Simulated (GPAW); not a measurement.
# ZnS (Wurtzite-2H) (P6_3mc) in GPAW: settings compared

One crystal, ZnS (Wurtzite-2H), is run at these levels: PBE, RPBE; tasks: band structure.

Everything below comes from runs of GPAW 26.7.0. Logs are shortened: lines on timing, memory, paths and dates and some standing lists are left out, and cuts for length are marked. The log counts tension as positive stress, the text compression.

**What was measured.**

From a printed reference work, monograph, for a bulk crystal of ZnS at 4 K: band gap 3.911 eV (direct).

How close the calculation comes is told below.

### Step 1. The crystal as given

The structure is hexagonal, space group P6_3mc (No. 186). The conventional cell has a = 3.811 Å, b = 3.811 Å, c = 6.234 Å, α = 90.00°, β = 90.00°, γ = 120.00°. Around Zn (site symmetry 3m) lie 4 S at 2.31 to 2.40 Å. S (site symmetry 3m) is surrounded by 4 Zn at 2.31 to 2.40 Å.

### Step 2. Band structure, PBE

Contents of run.py:

```python
from ase.dft.bandgap import bandgap
from ase.io import write
from ase.spacegroup import crystal
from gpaw import GPAW

# Zn 2b
# S 2b
atoms = crystal(['Zn', 'S'],
                basis=[[0.6666666667, 0.3333333333, 0.5],
                       [0.6666666667, 0.3333333333, 0.885]],
                spacegroup=186, setting=1,  # P6_3mc
                cellpar=[3.811, 3.811, 6.234, 90.0, 90.0, 120.0],
                primitive_cell=True)

calc = GPAW(mode='lcao',
            h=0.2,
            basis='dz(dzp)',
            xc='PBE',
            kpts={'size': (6, 6, 3), 'gamma': True},
            occupations={'name': 'fermi-dirac', 'width': 0.05},
            convergence={'density': 1e-05, 'energy': 1e-05},
            maxiter=150,
            txt='gpaw.txt')
atoms.calc = calc
energy = atoms.get_potential_energy()
forces = atoms.get_forces()
calc.write('gs.gpw')
write('result.traj', atoms)
print(f'Energy: {energy:.6f} eV')
print('Forces (eV/A):')
print(forces.round(4))
print('Fermi level:', round(calc.get_fermi_level(), 4), 'eV')
print(f'Gap: {bandgap(calc)[0]:.4f} eV, direct: {bandgap(calc, direct=True)[0]:.4f} eV')

path = atoms.cell.bandpath('GMKGALHA,LM,KH', npoints=80, eps=1e-4)
bs_calc = calc.fixed_density(kpts=path, symmetry='off', txt='bands.txt')
bs = bs_calc.band_structure()
bs.write('bs.json')
print(f'Gap on the path: {bandgap(bs_calc)[0]:.4f} eV')
```

Potentials or basis: GPAW PAW data sets (gpaw-data 1.2.1), lcao:dz(dzp).

Run with:

```bash
OMP_NUM_THREADS=1 python run.py
```

gpaw.txt:

```text
__  _  _
 | _ |_)|_||  |
 |__||  | ||/\| - 26.7.0

Input parameters:
  mode=LCAO(),
  basis={'default': 'dz(dzp)'},
  convergence={'density': 1e-05, 'energy': 1e-05},
  h=0.2,
  kpts=MonkhorstPack(size=(6, 6, 3), gamma=True),
  maxiter=150,
  occupations=Occupations(name='fermi-dirac', width=0.05),
  xc=XC(name='PBE')

            S

            Zn
        S

        Zn

Atoms  # Å, Bohr magnetons
|   | symbol |         x |        y |        z |    initial magnetic moments |
|---|--------|-----------|----------|----------|-----------------------------|
| 0 |     Zn |  1.905500 | 1.100141 | 3.117000 | ( 0.0000,  0.0000,  0.0000) |
| 1 |     Zn | -0.000000 | 2.200282 | 0.000000 | ( 0.0000,  0.0000,  0.0000) |
| 2 |      S |  1.905500 | 1.100141 | 5.517090 | ( 0.0000,  0.0000,  0.0000) |
| 3 |      S | -0.000000 | 2.200282 | 2.400090 | ( 0.0000,  0.0000,  0.0000) |

Unit cell  # Å
| periodic |         x |        y |        z |  lengths |     angles |
|----------|-----------|----------|----------|----------|------------|
|      yes |  3.811000 | 0.000000 | 0.000000 | 3.811000 |  90.000000 |
|      yes | -1.905500 | 3.300423 | 0.000000 | 3.811000 |  90.000000 |
|      yes |  0.000000 | 0.000000 | 6.234000 | 6.234000 | 120.000000 |

Number of symmetries: 6
Symmetry operations  # r_c * U_cc + t_c -> r_c
|   | kind |            matrix            |
|---|------|------------------------------|
| 0 |  σ   |  1, 1, 0,  0,-1, 0,  0, 0, 1 |
| 1 |  E   |  1, 0, 0,  0, 1, 0,  0, 0, 1 |
| 2 |  C3  |  0, 1, 0, -1,-1, 0,  0, 0, 1 |
| 3 |  σ   |  0,-1, 0, -1, 0, 0,  0, 0, 1 |
| 4 |  σ   | -1, 0, 0,  1, 1, 0,  0, 0, 1 |
| 5 |  C3  | -1,-1, 0,  1, 0, 0,  0, 0, 1 |

BZ-sampling:
  Number of BZ points: 108
  Number of IBZ points: 17

  Monkhorst-Pack size: [6, 6, 3]
  Monkhorst-Pack shift: [0.08333333333333333, 0.08333333333333333, 0.0]

K-points  # in reciprocal-cell coordinates
|     |                                coordinates |     weight |
|-----|--------------------------------------------|------------|
|   0 | (  0.00000000,   0.00000000,   0.00000000) | 0.00925926 |
|   1 | (  0.00000000,   0.00000000,   0.33333333) | 0.01851852 |
|   2 | (  0.16666667,   0.00000000,  -0.33333333) | 0.05555556 |
|   3 | (  0.16666667,   0.00000000,   0.00000000) | 0.05555556 |
|   4 | (  0.16666667,   0.00000000,   0.33333333) | 0.05555556 |
|   5 | (  0.33333333,  -0.16666667,   0.00000000) | 0.05555556 |
|   6 | (  0.33333333,  -0.16666667,   0.33333333) | 0.11111111 |
|   7 | (  0.33333333,   0.00000000,  -0.33333333) | 0.05555556 |
|   8 | (  0.33333333,   0.00000000,   0.00000000) | 0.05555556 |
|   9 | (  0.33333333,   0.00000000,   0.33333333) | 0.05555556 |
| ... |                                            |            |
|  16 | (  0.50000000,   0.50000000,   0.33333333) | 0.05555556 |

basis functions: 52
Spin-components: 1 (collinear spins)
Bands:           26
Projectors:      22
Spin-degeneracy: 2
Datatype:        <class 'complex'>

Parallelization:
  kpt:    1
  domain: 1
  band:   1

Density:
  Valence electrons: 36.0
  Components: 1
  Grid points: [16 16 32]
  Charge: 0.0  # |e|

Potential:
  Grid points: [16 16 32]

species:
  Zn:
    name:    Zinc
    Z:       30.0
    valence: 12
    core:    18
    charge:  0.0  # [|e|]
    compensation charges:
      type: gauss
      rc: 0.37  # [Å]
      lmax: 2
    cutoffs:
      filter: 2.14  # [Å]
      core: 2.28  # [Å]
    projectors
    | kind |    occ | energy [eV] | rcut [Å] |
    |------|--------|-------------|----------|
    |   4s |  2.000 |      -5.977 |    1.286 |
    |   4p |  0.000 |      -1.117 |    1.270 |
    |   3d | 10.000 |     -10.142 |    1.180 |
    |    s |        |      21.234 |    1.286 |
    |    p |        |      26.095 |    1.270 |
    |    d |        |      17.070 |    1.180 |

    LCAO basis set for Zn:
      Name: dz(dzp)
      File: <dir>
      Number of radial functions: 6
      Number of spherical harmonics: 18
        l=0, rc=8.1562 Bohr: 4s-sz confined orbital
        l=1, rc=12.4062 Bohr: 4p-sz confined orbital
        l=2, rc=4.3594 Bohr: 3d-sz confined orbital
        l=0, rc=4.7188 Bohr: 4s-dz split-valence wave
        l=1, rc=7.4844 Bohr: 4p-dz split-valence wave
        l=2, rc=2.8125 Bohr: 3d-dz split-valence wave
      Number of RI-basis functions 0

  S:
    name:    Sulfur
    Z:       16.0
    valence: 6
    core:    10
    charge:  0.0  # [|e|]
    compensation charges:
      type: gauss
      rc: 0.24  # [Å]
      lmax: 2
    cutoffs:
      filter: 1.77  # [Å]
      core: 1.66  # [Å]
    projectors
    | kind |    occ | energy [eV] | rcut [Å] |
    |------|--------|-------------|----------|
    |   3s |  2.000 |     -17.254 |    0.974 |
    |   3p |  4.000 |      -7.008 |    0.979 |
    |    s |        |       9.957 |    0.974 |
    |    p |        |      20.203 |    0.979 |
    |    d |        |       0.000 |    0.900 |

    LCAO basis set for S:
      Name: dz(dzp)
      File: <dir>
      Number of radial functions: 4
      Number of spherical harmonics: 8
        l=0, rc=5.5156 Bohr: 3s-sz confined orbital
        l=1, rc=6.9375 Bohr: 3p-sz confined orbital
        l=0, rc=3.0469 Bohr: 3s-dz split-valence wave
        l=1, rc=3.9375 Bohr: 3p-dz split-valence wave
      Number of RI-basis functions 0

Reference energy: -119437.893101  # eV

eigensolver:
  <gpaw.new.lcao.eigensolver.LCAOEigensolver object>
density mixing:
  MSR1-Mixer
  Pratt-step length: 0.05
  Maximum mixing coefficient: 0.75
  Old densities: 10
  SVD Regularization: 0.005
  Good broyden scale: 1.0
  Trust region scale: 1.0
  Backstep threshold: 4.0
  History deletion threshold: 6.0
  Fourier metric: weight=20.0, sigma=0.015

occupation numbers:
  Fermi-Dirac:
    width: 0.0500  # eV

FastPoissonSolver using
    Stencil: 8*3+1=25 point O(h^6) finite-difference Laplacian
    FFT axes: [np.int64(0), np.int64(1), np.int64(2)]
    FST axes: []

xc functional:
  name: PBE with 2 nearest neighbor stencil
interpolation: tri-quintic # 5. degree polynomial

            S

            Zn
        S

        Zn

Atoms  # Å, Bohr magnetons
|   | symbol |         x |        y |        z |    initial magnetic moments |
|---|--------|-----------|----------|----------|-----------------------------|
| 0 |     Zn |  1.905500 | 1.100141 | 3.117000 | ( 0.0000,  0.0000,  0.0000) |
| 1 |     Zn | -0.000000 | 2.200282 | 0.000000 | ( 0.0000,  0.0000,  0.0000) |
| 2 |      S |  1.905500 | 1.100141 | 5.517090 | ( 0.0000,  0.0000,  0.0000) |
| 3 |      S | -0.000000 | 2.200282 | 2.400090 | ( 0.0000,  0.0000,  0.0000) |

Unit cell  # Å
| periodic |         x |        y |        z |  lengths |     angles |
|----------|-----------|----------|----------|----------|------------|
|      yes |  3.811000 | 0.000000 | 0.000000 | 3.811000 |  90.000000 |
|      yes | -1.905500 | 3.300423 | 0.000000 | 3.811000 |  90.000000 |
|      yes |  0.000000 | 0.000000 | 6.234000 | 6.234000 | 120.000000 |

Number of symmetries: 6
Symmetry operations  # r_c * U_cc + t_c -> r_c
|   | kind |            matrix            |
|---|------|------------------------------|
| 0 |  σ   |  1, 1, 0,  0,-1, 0,  0, 0, 1 |
| 1 |  E   |  1, 0, 0,  0, 1, 0,  0, 0, 1 |
| 2 |  C3  |  0, 1, 0, -1,-1, 0,  0, 0, 1 |
| 3 |  σ   |  0,-1, 0, -1, 0, 0,  0, 0, 1 |
| 4 |  σ   | -1, 0, 0,  1, 1, 0,  0, 0, 1 |
| 5 |  C3  | -1,-1, 0,  1, 0, 0,  0, 0, 1 |

BZ-sampling:
  Number of BZ points: 108
  Number of IBZ points: 17

  Monkhorst-Pack size: [6, 6, 3]
  Monkhorst-Pack shift: [0.08333333333333333, 0.08333333333333333, 0.0]

K-points  # in reciprocal-cell coordinates
|     |                                coordinates |     weight |
|-----|--------------------------------------------|------------|
|   0 | (  0.00000000,   0.00000000,   0.00000000) | 0.00925926 |
|   1 | (  0.00000000,   0.00000000,   0.33333333) | 0.01851852 |
|   2 | (  0.16666667,   0.00000000,  -0.33333333) | 0.05555556 |
|   3 | (  0.16666667,   0.00000000,   0.00000000) | 0.05555556 |
|   4 | (  0.16666667,   0.00000000,   0.33333333) | 0.05555556 |
|   5 | (  0.33333333,  -0.16666667,   0.00000000) | 0.05555556 |
|   6 | (  0.33333333,  -0.16666667,   0.33333333) | 0.11111111 |
|   7 | (  0.33333333,   0.00000000,  -0.33333333) | 0.05555556 |
|   8 | (  0.33333333,   0.00000000,   0.00000000) | 0.05555556 |
|   9 | (  0.33333333,   0.00000000,   0.33333333) | 0.05555556 |
| ... |                                            |            |
|  16 | (  0.50000000,   0.50000000,   0.33333333) | 0.05555556 |

basis functions: 52
Spin-components: 1 (collinear spins)
Bands:           26
Projectors:      22
Spin-degeneracy: 2
Datatype:        <class 'complex'>

Parallelization:
  kpt:    1
  domain: 1
  band:   1

Density:
  Valence electrons: 36.0
  Components: 1
  Grid points: [16 16 32]
  Charge: 0.0  # |e|

Potential:
  Grid points: [16 16 32]

species:
  Zn:
    name:    Zinc
    Z:       30.0
    valence: 12
    core:    18
    charge:  0.0  # [|e|]
    compensation charges:
      type: gauss
      rc: 0.37  # [Å]
      lmax: 2
    cutoffs:
      filter: 2.14  # [Å]
      core: 2.28  # [Å]
    projectors
    | kind |    occ | energy [eV] | rcut [Å] |
    |------|--------|-------------|----------|
    |   4s |  2.000 |      -5.977 |    1.286 |
    |   4p |  0.000 |      -1.117 |    1.270 |
    |   3d | 10.000 |     -10.142 |    1.180 |
    |    s |        |      21.234 |    1.286 |
    |    p |        |      26.095 |    1.270 |
    |    d |        |      17.070 |    1.180 |

    LCAO basis set for Zn:
      Name: dz(dzp)
      File: <dir>
      Number of radial functions: 6
      Number of spherical harmonics: 18
        l=0, rc=8.1562 Bohr: 4s-sz confined orbital
        l=1, rc=12.4062 Bohr: 4p-sz confined orbital
        l=2, rc=4.3594 Bohr: 3d-sz confined orbital
        l=0, rc=4.7188 Bohr: 4s-dz split-valence wave
        l=1, rc=7.4844 Bohr: 4p-dz split-valence wave
        l=2, rc=2.8125 Bohr: 3d-dz split-valence wave
      Number of RI-basis functions 0

  S:
    name:    Sulfur
    Z:       16.0
    valence: 6
    core:    10
    charge:  0.0  # [|e|]
    compensation charges:
      type: gauss
      rc: 0.24  # [Å]
      lmax: 2
    cutoffs:
      filter: 1.77  # [Å]
      core: 1.66  # [Å]
    projectors
    | kind |    occ | energy [eV] | rcut [Å] |
    |------|--------|-------------|----------|
    |   3s |  2.000 |     -17.254 |    0.974 |
    |   3p |  4.000 |      -7.008 |    0.979 |
    |    s |        |       9.957 |    0.974 |
    |    p |        |      20.203 |    0.979 |
    |    d |        |       0.000 |    0.900 |

    LCAO basis set for S:
      Name: dz(dzp)
      File: <dir>
      Number of radial functions: 4
      Number of spherical harmonics: 8
        l=0, rc=5.5156 Bohr: 3s-sz confined orbital
        l=1, rc=6.9375 Bohr: 3p-sz confined orbital
        l=0, rc=3.0469 Bohr: 3s-dz split-valence wave
        l=1, rc=3.9375 Bohr: 3p-dz split-valence wave
      Number of RI-basis functions 0

Reference energy: -119437.893101  # eV

eigensolver:
  <gpaw.new.lcao.eigensolver.LCAOEigensolver object>
density mixing:
  MSR1-Mixer
  Pratt-step length: 0.05
  Maximum mixing coefficient: 0.75
  Old densities: 10
  SVD Regularization: 0.005
  Good broyden scale: 1.0
  Trust region scale: 1.0
  Backstep threshold: 4.0
  History deletion threshold: 6.0
  Fourier metric: weight=20.0, sigma=0.015

occupation numbers:
  Fermi-Dirac:
    width: 0.0500  # eV

FastPoissonSolver using
    Stencil: 8*3+1=25 point O(h^6) finite-difference Laplacian
    FFT axes: [np.int64(0), np.int64(1), np.int64(2)]
    FST axes: []

xc functional:
  name: PBE with 2 nearest neighbor stencil
interpolation: tri-quintic # 5. degree polynomial

convergence criteria:
- Maximum integral of absolute [dens]ity change: 1e-05 electrons / valence electron
- Maximum [total energy] change in last 3 cyles: 1e-05 eV / valence electron
- Maximum integral of absolute [eigenst]ate change: 4e-08 eV^2 / valence electron
maximum number of iterations: 150

SCF iterations
|iter     | |      energy | eigst |  dens |
|---------|-|-------------|-------|-------|
|iter:   1| |  -12.099854 |      c|       |
|iter:   2| |  -12.049114 |      c| -1.41 |
|iter:   3| |  -11.926690 |      c| -1.44 |
|iter:   4| |  -11.931875 |      c| -1.99 |
|iter:   5| |  -11.931849 |      c| -2.64 |
|iter:   6| |  -11.931849c|      c| -3.58 |
|iter:   7| |  -11.931849c|      c| -4.50 |
|iter:   8| |  -11.931849c|      c| -5.33c|

Converged in 8 steps
Energy contributions relative to reference atoms: (reference = -119437.893101)

Energy contributions:
  Kinetic:          28.165917
  Coulomb:         -22.397805
  Zero:              0.339489
  External:          0.000000
  Xc:              -18.039450
  Entropy:          -0.000000
  Spinorbit:         0.000000
  ----------------------------
  Free energy:     -11.931849
  Extrapolated:    -11.931849

dipole moment: (-0.000000, 0.000000, -7.285551)  # |e|*Ang

Fermi level: 4.945
Eigenvalues  # (at kpt = [0.000, 0.000, 0.000])
| band index |      eig [eV] | occ [0-2] |
|------------|---------------|-----------|
|          0 |        -9.397 |     2.000 |
|        ... |               |           |
|         10 |        -1.761 |     2.000 |
|         11 |        -1.645 |     2.000 |
|         12 |        -1.299 |     2.000 |
|         13 |         2.988 |     2.000 |
|         14 |         2.989 |     2.000 |
|         15 |         3.835 |     2.000 |
|         16 |         3.836 |     2.000 |
|         17 |         3.849 |     2.000 |
|         18 |         6.085 |     0.000 |
|         19 |         7.341 |     0.000 |
|         20 |        11.260 |     0.000 |
|         21 |        11.261 |     0.000 |
|         22 |        11.857 |     0.000 |
|         23 |        12.845 |     0.000 |
|         24 |        12.846 |     0.000 |
|         25 |        13.253 |     0.000 |

Gap: 2.235 eV
Transition (v -> c):
  (s=0, k=0, n=17, [0.00, 0.00, 0.00]) -> (s=0, k=0, n=18, [0.00, 0.00, 0.00])
No difference between direct/indirect transitions

Forces  # eV/Ang
|        x |        y |        z |
|----------|----------|----------|
| -0.00000 |  0.00000 |  0.33849 |  # Zn   0
|  0.00000 |  0.00000 |  0.33849 |  # Zn   1
|  0.00000 | -0.00000 | -0.34290 |  # S    2
| -0.00000 |  0.00000 | -0.34290 |  # S    3

# Writing to gs.gpw (mode='')
```

Wall time 35 s (1 thread of Arm Neoverse V2, shared host); peak memory 0.23 GiB.

These settings aren't checked as converged: the numbers below hold their error.

What came out:

```
Free energy             : -11.9318 eV
Largest force           : 0.343 eV/Å
Band gap on the k mesh  : 2.24 eV, direct
Band gap along the path : 2.24 eV, direct
```

Caveat: the real-space grid adds noise to forces; the basis of atomic orbitals isn't converged, which shifts pressures, moduli and gaps.

### Step 3. Band structure, RPBE

Edit run.py of step 2 so:

```diff
@@ -3,3 +3,4 @@
 from ase.spacegroup import crystal
-from gpaw import GPAW
+from ase.units import GPa
+from gpaw import GPAW, PW
 
@@ -14,8 +15,7 @@
 
-calc = GPAW(mode='lcao',
-            h=0.2,
-            basis='dz(dzp)',
-            xc='PBE',
+calc = GPAW(mode=PW(600),
+            xc='RPBE',
             kpts={'size': (6, 6, 3), 'gamma': True},
             occupations={'name': 'fermi-dirac', 'width': 0.05},
+            nbands=31,
             convergence={'density': 1e-05, 'energy': 1e-05},
@@ -26,2 +26,3 @@
 forces = atoms.get_forces()
+stress = atoms.get_stress()
 calc.write('gs.gpw')
@@ -31,2 +32,3 @@
 print(forces.round(4))
+print('Stress (GPa):', (stress / GPa).round(3))
 print('Fermi level:', round(calc.get_fermi_level(), 4), 'eV')
@@ -34,4 +36,5 @@
 
-path = atoms.cell.bandpath('GMKGALHA,LM,KH', npoints=80, eps=1e-4)
-bs_calc = calc.fixed_density(kpts=path, symmetry='off', txt='bands.txt')
+path = atoms.cell.bandpath('GMKGALHA,LM,KH', npoints=100, eps=1e-4)
+bs_calc = calc.fixed_density(kpts=path, symmetry='off', nbands=48,
+                             convergence={'bands': 'CBM+6.0', 'eigenstates': 1e-6}, txt='bands.txt')
 bs = bs_calc.band_structure()
```

Potentials or basis: the program's PAW data sets (release 1.2.1) made for this functional, pw.

Run with:

```bash
OMP_NUM_THREADS=1 python run.py
```

Run time: 2.5 min. Hardware: 1 thread of Arm Neoverse V2, shared host; peak memory 0.48 GiB.

It converged, with:

```
Free energy             : -12.3933 eV
Pressure                : 5.3 GPa
Largest force           : 0.342 eV/Å
Band gap on the k mesh  : 2.41 eV, direct
Band gap along the path : 2.41 eV, direct
```

Forces in eV/Å, atoms in the order of the input:
```
Zn   0.000  0.000  0.342
Zn   0.000  0.000  0.342
S    0.000  0.000 -0.342
S    0.000  0.000 -0.342
```

Stress tensor (GPa, compression positive):
```
6.07 0.00 0.00
0.00 6.07 0.00
0.00 0.00 3.67
```

Levels at the corners of the path, in eV from the valence-band top:
| point | band 16 | band 17 | band 18 | band 19 | band 20 | band 21 |
| --- | --- | --- | --- | --- | --- | --- |
| Γ | -0.01 | -0.01 | 0.00 | 2.41 | 3.12 | 6.35 |
| M | -2.23 | -1.53 | -0.97 | 3.74 | 4.37 | 5.29 |
| K | -2.18 | -2.18 | -2.18 | 4.62 | 5.98 | 5.98 |
| Γ | -0.01 | -0.01 | 0.00 | 2.41 | 3.12 | 6.35 |
| A | -0.45 | -0.45 | -0.45 | 3.64 | 3.64 | 6.77 |
| L | -1.65 | -1.51 | -1.51 | 3.75 | 3.75 | 5.23 |
| H | -3.06 | -1.24 | -1.24 | 4.63 | 4.63 | 6.62 |
| A | -0.45 | -0.45 | -0.45 | 3.64 | 3.64 | 6.77 |
| L | -1.65 | -1.51 | -1.51 | 3.75 | 3.75 | 5.23 |
| M | -2.23 | -1.53 | -0.97 | 3.74 | 4.37 | 5.29 |
| K | -2.18 | -2.18 | -2.18 | 4.62 | 5.98 | 5.98 |
| H | -3.06 | -1.24 | -1.24 | 4.63 | 4.63 | 6.62 |

### Step 4. Against experiment

Step 3. Measured gap of ZnS: 3.911 eV (direct; 4 K; a printed reference work, monograph). This calculation gives 2.41 eV (-1.50 eV). The value is that of RPBE, without temperature or zero-point motion. Semilocal functionals fall short of measured gaps as a rule.
